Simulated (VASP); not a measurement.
# BaTiO3 (R3m) in VASP: further runs

The runs below take BaTiO3 through relaxation of shape and atoms at fixed volume, with r2SCAN.

Program: VASP 6.6.1. These are calculated values, not measurements. Logs are shortened: lines on timing, memory, paths and dates and some standing lists are left out, and cuts for length are marked.

## (1) The undisturbed crystal

The structure is trigonal, space group R3m (No. 160). Conventional cell: a = 5.655 Å, b = 5.655 Å, c = 6.955 Å, α = 90.00°, β = 90.00°, γ = 120.00°. Around Ba (site symmetry 3m) lie 12 O at 2.79 to 2.89 Å. Ti (site symmetry 3m) has 6 O at 1.87 to 2.14 Å as nearest neighbours. O (site symmetry m) has 2 Ti at 1.87 to 2.14 Å as nearest neighbours.

## (2) Relaxation of shape and atoms at fixed volume, r2SCAN (a relaxed cell with its volume scaled by 1.02)

The input, INCAR:

```
PREC     = Accurate       # precision mode
ENCUT    = 600            # plane-wave cutoff, eV
EDIFF    = 1E-7           # SCF threshold, eV
ISMEAR   = 0              # smearing method
SIGMA    = 0.03           # smearing width, eV
LREAL    = F              # projectors in reciprocal space
LASPH    = T              # aspherical terms in the spheres
NELM     = 80             # most SCF steps
ALGO     = Normal         # electronic algorithm
ISIF     = 4              # what is computed and relaxed
LWAVE    = F              # write WAVECAR
LCHARG   = F              # write CHGCAR
METAGGA  = R2SCAN         # meta-GGA
LMIXTAU  = T            
IBRION   = 2              # ionic algorithm
NSW      = 40             # ionic steps
EDIFFG   = -0.01          # ionic threshold
KPAR     = 2
```

The input, KPOINTS:

```
regular mesh
0
Gamma
  7 7 7
```

The input, POSCAR:

```
BaTiO3                                  
1.0
    2.8672055312      1.6553818852      2.3522634270
   -2.8672055312      1.6553818852      2.3522634270
   -0.0000000000     -3.3107637704      2.3522634270
  Ba              Ti              O             
     1     1     3
Direct
     0.9975285894313949    0.9975285894313949    0.9975285894313949
     0.4842479316109137    0.4842479316109137    0.4842479316109137
     0.5093152506110088    0.5093152506110088    0.0187929777356718
     0.0187929777356718    0.5093152506110088    0.5093152506110088
     0.5093152506110088    0.0187929777356718    0.5093152506110088
```

Potentials or basis: VASP PAW PBE potentials, release 64 (Ba_sv, Ti_sv, O).

On the command line:

```bash
> cat potpaw_PBE.64/Ba_sv/POTCAR potpaw_PBE.64/Ti_sv/POTCAR potpaw_PBE.64/O/POTCAR > POTCAR
> mpirun -np 2 vasp_std > vasp.out
```

OUTCAR:

```text
PREC = Accurate
   ENCUT = 600
   EDIFF = 1E-7
   ISMEAR = 0
   LREAL = F
   LASPH = T
   NELM = 80
   ISIF = 4
   METAGGA = R2SCAN
   IBRION = 2
   NSW = 40
   EDIFFG = -0.01

 ion  position               nearest neighbor table
   1  0.998  0.998  0.998-   3 2.81   4 2.81   5 2.81   4 2.87   5 2.87   5 2.87   4 2.87   3 2.87
                             3 2.87   3 2.95   4 2.95   5 2.95   2 3.43   2 3.48   2 3.48   2 3.48
   2  0.484  0.484  0.484-   3 1.90   4 1.90   5 1.90   3 2.18   4 2.18   5 2.18   1 3.43   1 3.48
                             1 3.48   1 3.48   1 3.55   1 3.55   1 3.55   1 3.62
   3  0.509  0.509  0.019-   2 1.90   2 2.18   1 2.81   1 2.87   1 2.87   1 2.95
   4  0.019  0.509  0.509-   2 1.90   2 2.18   1 2.81   1 2.87   1 2.87   1 2.95
   5  0.509  0.019  0.509-   2 1.90   2 2.18   1 2.81   1 2.87   1 2.87   1 2.95

  LATTYP: Found a trigonal (rhomboedric) cell.
 ALAT       =     4.0613175170
 COS(alpha) =     0.0031868499

  Lattice vectors:

 A1 = (   2.8672055312,   1.6553818852,   2.3522634270)
 A2 = (  -2.8672055312,   1.6553818852,   2.3522634270)
 A3 = (   0.0000000000,  -3.3107637704,   2.3522634270)

Analysis of symmetry for initial positions (statically):
=====================================================================
 Subroutine PRICEL returns:
 Original cell was already a primitive cell.

 Routine SETGRP: Setting up the symmetry group for a
 trigonal (rhombohedral) supercell.

 Subroutine GETGRP returns: Found  6 space group operations
 (whereof  6 operations were pure point group operations)
 out of a pool of 12 trial point group operations.

The static configuration has the point symmetry C_3v.

Analysis of symmetry for dynamics (positions and initial velocities):
=====================================================================
 Subroutine PRICEL returns:
 Original cell was already a primitive cell.

 Routine SETGRP: Setting up the symmetry group for a
 trigonal (rhombohedral) supercell.

 Subroutine GETGRP returns: Found  6 space group operations
 (whereof  6 operations were pure point group operations)
 out of a pool of 12 trial point group operations.

The dynamic configuration has the point symmetry C_3v.

 Subroutine INISYM returns: Found  6 space group operations
 (whereof  6 operations are pure point group operations),
 and found     1 'primitive' translations

----------------------------------------------------------------------------------------

                                     Primitive cell

  volume of cell :      66.9876

  direct lattice vectors                    reciprocal lattice vectors
     2.867205531  1.655381885  2.352263427     0.174385824  0.100681703  0.141707485
    -2.867205531  1.655381885  2.352263427    -0.174385824  0.100681703  0.141707485
     0.000000000 -3.310763770  2.352263427     0.000000000 -0.201363405  0.141707485

  length of vectors
     4.061317517  4.061317517  4.061317517     0.246228008  0.246228008  0.246228008

  position of ions in fractional coordinates (direct lattice)
     0.997528589  0.997528589  0.997528589
     0.484247932  0.484247932  0.484247932
     0.509315251  0.509315251  0.018792978
     0.018792978  0.509315251  0.509315251
     0.509315251  0.018792978  0.509315251

  ion indices of the primitive-cell ions
   primitive index   ion index
                 1           1
                 2           2
                 3           3
                 4           4
                 5           5

----------------------------------------------------------------------------------------

 KPOINTS: regular mesh

Automatic generation of k-mesh.
 Grid dimensions read from file:
 generate k-points for:    7    7    7

 Generating k-lattice:

  Cartesian coordinates                     Fractional coordinates (reciprocal lattice)
     0.024912261  0.014383100  0.020243926     0.142857143  0.000000000  0.000000000
    -0.024912261  0.014383100  0.020243926     0.000000000  0.142857143  0.000000000
     0.000000000 -0.028766201  0.020243926     0.000000000  0.000000000  0.142857143

  Length of vectors
     0.035175430  0.035175430  0.035175430

  Shift w.r.t. Gamma in fractional coordinates (k-lattice)
     0.000000000  0.000000000  0.000000000

 Subroutine IBZKPT returns following result:
 ===========================================

 Found     44 irreducible k-points:

 Following reciprocal coordinates:
            Coordinates               Weight
  0.000000  0.000000  0.000000      1.000000
  0.142857  0.000000  0.000000      6.000000
  0.285714  0.000000 -0.000000      6.000000
  0.428571  0.000000  0.000000      6.000000
  0.142857  0.142857  0.000000      6.000000
  0.285714  0.142857  0.000000     12.000000
[... 16 lines left out ...]
  0.285714  0.285714  0.142857      6.000000
  0.428571  0.285714  0.142857     12.000000
 [... further k-points ...]
   k-points           NKPTS =     44   k-points in BZ     NKDIM =     44   number of bands    NBANDS=     24
   number of dos      NEDOS =    301   number of ions     NIONS =      5
   total plane-waves  NPLWV =  32768
   dimension x,y,z NGX =    32 NGY =   32 NGZ =   32
   dimension x,y,z NGXF=    64 NGYF=   64 NGZF=   64
   ions per type =               1   1   3
   NGX,Y,Z   is equivalent  to a cutoff of  13.10, 13.10, 13.10 a.u.
   NGXF,Y,Z  is equivalent  to a cutoff of  26.20, 26.20, 26.20 a.u.
 SYSTEM =  unknown system
   PREC   = accura    normal or accurate (medium, high low for compatibility)
   ISTART =      0    job   : 0-new  1-cont  2-samecut
   ICHARG =      2    charge: 1-file 2-atom 10-const
   ISPIN  =      1    spin polarized calculation?
   LNONCOLLINEAR =      F non collinear calculations
   LSORBIT =      F    spin-orbit coupling
   LASPH  =      T    aspherical Exc in radial PAW
   ENCUT  =  600.0 eV  44.10 Ry    6.64 a.u.   8.11  8.11  8.11*2*pi/ulx,y,z
   NELM   =     80;   NELMIN=  2; NELMDL= -5     # of ELM steps
   EDIFF  = 0.1E-06   stopping-criterion for ELM
   LREAL  =      F    real-space projection
   EDIFFG = -.1E-01   stopping-criterion for IOM
   NSW    =     40    number of steps for IOM
   IBRION =      2    ionic relax: 0-MD 1-quasi-New 2-CG
   NFREE  =      1    steps in history (QN), initial steepest desc. (CG)
   ISIF   =      4    stress and relaxation
   ISYM   =      2    0-nonsym 1-usesym 2-fastsym
   POTIM  = 0.5000    time-step for ionic-motion
   TEBEG  =    0.0;   TEEND  =   0.0 temperature during run
   PSTRESS=    0.0 pullay stress
   NELECT =      40.0000    total number of electrons
   NUPDOWN=      -1.0000    fix difference up-down
   EMIN   =  10.00;   EMAX   =-10.00  energy-range for DOS
   EFERMI =   0.00;   METHOD = LEGACY
   ISMEAR =     0;   SIGMA  =   0.03  broadening in eV -4-tet -1-fermi 0-gaus
   EFERMI_NEDOS =   21; number of points for ismear=-14 and -15
   IALGO  =     38    algorithm
   IMIX   =      4    mixing-type and parameters
     AMIX     =   0.40;   BMIX     =  1.00
     AMIX_MAG =   1.60;   BMIX_MAG =  1.00
  volume/ion in A,a.u.               =      13.40        90.41
  Fermi-wavevector in a.u.,A,eV,Ry     =   1.378574  2.605127 25.857414  1.900466
  Thomas-Fermi vector in A             =   2.503623
   LORBIT       =      0    0 simple, 1 ext, 2 COOP (PROOUT), +10 PAW based schemes
   METAGGA = R2SCAN    functional components
   LHFCALC =     F    Hartree Fock is set to
   AEXX    =    0.0000 exact exchange contribution
   IVDW    =     0    specifies the selected vdW correction
   LEPSILON=     F    determine dielectric tensor
   LRPA    =     F    only Hartree local field effects (RPA)
 conjugate gradient relaxation of ions
 non-spin polarized calculation
 Gauss-broadening in eV      SIGMA  =   0.03
  energy-cutoff  :      600.00
  volume of cell :       66.99
 maximum number of plane-waves:      2259
   NGX = 17   NGY = 17   NGZ = 17

--------------------------------------- Ionic step        1  -------------------------------------------

 number of electron      39.9999998 magnetization

 Free energy of the ion-electron system (eV)
  ---------------------------------------------------
  ext. energy  EPLUGINS =         0.00000000
  ---------------------------------------------------
  free energy    TOTEN  =       -74.27164683 eV

  energy without entropy =      -74.27164683  energy(sigma->0) =      -74.27164683

------------------------ aborting loop because EDIFF is reached ----------------------------------------

  FORCE on cell =-STRESS in cart. coord.  units (eV):
  Direction    XX          YY          ZZ          XY          YZ          ZX
  --------------------------------------------------------------------------------------
  -------------------------------------------------------------------------------------
  Total       -1.3972175     -1.3972175     -1.3026757     -0.0000000      0.0000000      0.0000000
  in kB      -33.4179927    -33.4179927    -31.1567860     -0.0000000      0.0000000      0.0000000
  external PRESSURE =     -32.6642571 kB  Pullay stress =       0.0000000 kB
[... 219 lines left out ...]
  energy  without entropy=      -74.2762203100  energy(sigma->0) =      -74.27622031

--------------------------------------- Ionic step        7  -------------------------------------------

 number of electron      39.9999994 magnetization

 Free energy of the ion-electron system (eV)
  ---------------------------------------------------
  ext. energy  EPLUGINS =         0.00000000
  ---------------------------------------------------
  free energy    TOTEN  =       -74.27628828 eV

  energy without entropy =      -74.27628828  energy(sigma->0) =      -74.27628828

 E-fermi :   3.2481     XC(G=0): -11.6441

 val. band max:        3.0633023440   @ k =   0.4286   0.4286   0.4286
 cond. band min:       6.0095434215   @ k =   0.0000   0.0000   0.0000
 fundamental gap:      2.9462410775
 Fermi energy:         3.2480927435

 k-point     1 :       0.0000    0.0000    0.0000
  band No.  band energies     occupation
      1     -55.4406      2.00000
      2     -30.6366      2.00000
      3     -30.6343      2.00000
      4     -30.6343      2.00000
      5     -22.4452      2.00000
      6     -14.5617      2.00000
[... 637 lines left out ...]
     23       7.3747      0.00000
     24       8.8574      0.00000

 [... further k-points ...]

------------------------ aborting loop because EDIFF is reached ----------------------------------------

  FORCE on cell =-STRESS in cart. coord.  units (eV):
  Direction    XX          YY          ZZ          XY          YZ          ZX
  --------------------------------------------------------------------------------------
  -------------------------------------------------------------------------------------
  Total       -0.8918946     -0.8918946     -0.8954549      0.0000000     -0.0000000     -0.0000000
  in kB      -21.3319179    -21.3319179    -21.4170704      0.0000000     -0.0000000     -0.0000000
  external PRESSURE =     -21.3603021 kB  Pullay stress =       0.0000000 kB
[... 20 lines left out ...]
  FREE ENERGIE OF THE ION-ELECTRON SYSTEM (eV)
  ---------------------------------------------------
  free  energy   TOTEN  =       -74.2762882824 eV

  energy  without entropy=      -74.2762882824  energy(sigma->0) =      -74.27628828

 reached required accuracy - stopping structural energy minimisation
```

Run time: 6.9 min. Hardware: 2 MPI ranks of AMD EPYC 9R45 (Zen 5), shared host; peak memory 0.23 GiB.

Results:

```yaml
Free_energy: -74.2763 eV
Energy_gained_by_relaxing: 0.9 meV/atom
Ionic_steps: 7
Pressure_after_relaxing: -2.1 GPa
Largest_force_after_relaxing: 0.008 eV/Å
Band_gap_on_the_k_mesh: 2.95 eV, indirect (least direct gap 3.41 eV)
```

Forces on the atoms (eV/Å):
```
Ba   0.000  0.000 -0.008
Ti   0.000  0.000  0.007
O    0.000 -0.003  0.001
O    0.003  0.002  0.001
O   -0.003  0.002  0.001
```

Step by step:
| step | energy change (eV) | largest force (eV/Å) | pressure (GPa) |
| --- | --- | --- | --- |
| 1 | 0.0000 | 0.2097 | -3.27 |
| 2 | -0.0038 | 0.0939 | -2.58 |
| 3 | -0.0042 | 0.0415 | -2.25 |
| 4 | -0.0042 | 0.0420 | -2.23 |
| 5 | -0.0045 | 0.0328 | -2.18 |
| 6 | -0.0046 | 0.0243 | -2.13 |
| 7 | -0.0046 | 0.0085 | -2.14 |

Final structure:
```
Ba Ti O
1.0
     2.86550    1.65440    2.35507
    -2.86550    1.65440    2.35507
     0.00000   -3.30879    2.35507
Ba Ti O
1 1 3
Direct
  0.99646 0.99646 0.99646
  0.48162 0.48162 0.48162
  0.50987 0.50987 0.02138
  0.02138 0.50987 0.50987
  0.50987 0.02138 0.50987
```

Levels at points of the mesh, in eV from the valence-band top:
```tsv
k point	band 17	band 18	band 19	band 20	band 21	band 22	band 23	band 24
(0.00, 0.00, 0.00)	-0.96	-0.59	-0.47	-0.47	2.95	2.95	3.09	4.78
```

Caveat: the PAW data sets were made with another functional, which shifts forces and pressure a little; spin-orbit coupling is left out, which moves the levels of the heavy elements; an odd mesh through Γ misses points on the zone boundary, where band edges often lie.

## (3) Relaxation of shape and atoms at fixed volume, r2SCAN (a relaxed cell with its volume scaled by 1.04)

INCAR is that of step 2.

KPOINTS is that of step 2.

Edit POSCAR of step 2 so:

```diff
@@ -2,5 +2,5 @@
 1.0
-    2.8672055312      1.6553818852      2.3522634270
-   -2.8672055312      1.6553818852      2.3522634270
-   -0.0000000000     -3.3107637704      2.3522634270
+    2.8858242706      1.6661314194      2.3675382928
+   -2.8858242706      1.6661314194      2.3675382928
+   -0.0000000000     -3.3322628389      2.3675382928
   Ba              Ti              O
```

Potentials or basis: VASP PAW PBE potentials, release 64 (Ba_sv, Ti_sv, O).

On the command line:

```bash
> cat potpaw_PBE.64/Ba_sv/POTCAR potpaw_PBE.64/Ti_sv/POTCAR potpaw_PBE.64/O/POTCAR > POTCAR
> mpirun -np 2 vasp_std > vasp.out
```

Wall time 13 min (2 MPI ranks of AMD EPYC 9R45 (Zen 5), shared host); peak memory 0.26 GiB.

It converged, with:

* Free energy: -74.2540 eV
* Energy gained by relaxing: 3.7 meV/atom
* Ionic steps: 8
* Pressure after relaxing: -4.0 GPa
* Band gap on the k mesh: 3.06 eV, indirect (least direct gap 3.55 eV)

Forces on the atoms (eV/Å):
```
Ba   0.000  0.000 -0.002
Ti   0.000  0.000  0.000
O    0.000 -0.001  0.001
O    0.001  0.000  0.001
O   -0.001  0.000  0.001
```

The path:
```csv
step,energy change (eV),largest force (eV/Å),pressure (GPa)
1,0.0000,0.4077,-6.20
2,-0.0149,0.1984,-4.88
3,-0.0170,0.0797,-4.15
4,-0.0180,0.0646,-4.06
5,-0.0183,0.0497,-3.97
6,-0.0186,0.0191,-3.98
7,-0.0186,0.0111,-3.98
8,-0.0186,0.0023,-3.96
```

Final structure:
```yaml
crystal:
  lattice:
    - [2.88228, 1.66409, 2.37336]
    - [-2.88228, 1.66409, 2.37336]
    - [0.00000, -3.32817, 2.37336]
  atoms:
    - { symbol: Ba, position: [0.99508, 0.99508, 0.99508] }
    - { symbol: Ti, position: [0.47938, 0.47938, 0.47938] }
    - { symbol: O, position: [0.51037, 0.51037, 0.02400] }
    - { symbol: O, position: [0.02400, 0.51037, 0.51037] }
    - { symbol: O, position: [0.51037, 0.02400, 0.51037] }
```

Levels at points of the mesh, in eV from the valence-band top:
| k point | band 17 | band 18 | band 19 | band 20 | band 21 | band 22 | band 23 | band 24 |
| --- | --- | --- | --- | --- | --- | --- | --- | --- |
| (0.00, 0.00, 0.00) | -0.93 | -0.67 | -0.54 | -0.54 | 3.06 | 3.06 | 3.22 | 4.83 |

Caveat: the PAW data sets were made with another functional, which shifts forces and pressure a little; spin-orbit coupling is left out, which moves the levels of the heavy elements; an odd mesh through Γ misses points on the zone boundary, where band edges often lie.

## (4) Relaxation of shape and atoms at fixed volume, r2SCAN (a relaxed cell with its volume scaled by 1.06)

INCAR is that of step 3.

KPOINTS is that of step 3.

Edit POSCAR of step 3 so:

```diff
@@ -2,5 +2,5 @@
 1.0
-    2.8858242706      1.6661314194      2.3675382928
-   -2.8858242706      1.6661314194      2.3675382928
-   -0.0000000000     -3.3322628389      2.3675382928
+    2.9042058125      1.6767440076      2.3826185611
+   -2.9042058125      1.6767440076      2.3826185611
+   -0.0000000000     -3.3534880152      2.3826185611
   Ba              Ti              O
```

On the command line:

```bash
> cat potpaw_PBE.64/Ba_sv/POTCAR potpaw_PBE.64/Ti_sv/POTCAR potpaw_PBE.64/O/POTCAR > POTCAR
> mpirun -np 2 vasp_std > vasp.out
```

Run time: 13 min. Hardware: 2 MPI ranks of AMD EPYC 9R45 (Zen 5), shared host; peak memory 0.26 GiB.

The run converged. Its results:

* Free energy: -74.2178 eV
* Energy gained by relaxing: 8.3 meV/atom
* Ionic steps: 8
* Pressure after relaxing: -5.5 GPa
* Largest force after relaxing: 0.003 eV/Å
* Band gap on the k mesh: 3.15 eV, indirect (least direct gap 3.65 eV)

Forces in eV/Å, atoms in the order of the input:
```
Ba   0.000  0.000 -0.003
Ti   0.000  0.000  0.002
O    0.000  0.000  0.000
O    0.000  0.000  0.000
O    0.000  0.000  0.000
```

The path:
```tsv
step	energy change (eV)	largest force (eV/Å)	pressure (GPa)
1	0.0000	0.5941	-8.84
2	-0.0330	0.3134	-6.95
3	-0.0383	0.1132	-5.76
4	-0.0401	0.0949	-5.64
5	-0.0408	0.0745	-5.51
6	-0.0415	0.0283	-5.56
7	-0.0415	0.0154	-5.57
8	-0.0415	0.0032	-5.51
```

Final structure:
```xyz
5
Lattice="2.8985 1.6734 2.3920 -2.8985 1.6734 2.3920 0.0000 -3.3469 2.3920" Properties=species:S:1:pos:R:3 pbc="T T T"
Ba    0.0000    0.0000    7.1315
Ti    0.0000    0.0000    3.4247
O     0.0000    1.6211    2.5073
O    -1.4039   -0.8106    2.5073
O     1.4039   -0.8106    2.5073
```

Levels at points of the mesh, in eV from the valence-band top:
```
           k point  band 17  band 18  band 19  band 20  band 21  band 22  band 23  band 24
(0.00, 0.00, 0.00)    -0.89    -0.74    -0.61    -0.61     3.18     3.18     3.34     4.87
```

Caveat: the PAW data sets were made with another functional, which shifts forces and pressure a little; spin-orbit coupling is left out, which moves the levels of the heavy elements; an odd mesh through Γ misses points on the zone boundary, where band edges often lie.

## (5) Summary

```tsv
cell	gap on the mesh (eV)	pressure (GPa)
atoms relaxed at fixed volume from: a relaxed cell with its volume scaled by 1.02	2.95	-2.1
atoms relaxed at fixed volume from: a relaxed cell with its volume scaled by 1.04	3.06	-4.0
atoms relaxed at fixed volume from: a relaxed cell with its volume scaled by 1.06	3.15	-5.5
```

Alike in all rows: task relaxation of shape and atoms at fixed volume; level r2SCAN; potentials or basis VASP PAW PBE potentials, release 64 (Ba_sv, Ti_sv, O); no spin polarisation; k mesh 7 × 7 × 7; cutoff (eV) 600; smearing gaussian 0.03 eV.

Caveats: the PAW data sets were made with another functional, which shifts forces and pressure a little; spin-orbit coupling is left out, which moves the levels of the heavy elements; an odd mesh through Γ misses points on the zone boundary, where band edges often lie.

Absolute energies hang on the potentials; compare differences alone.
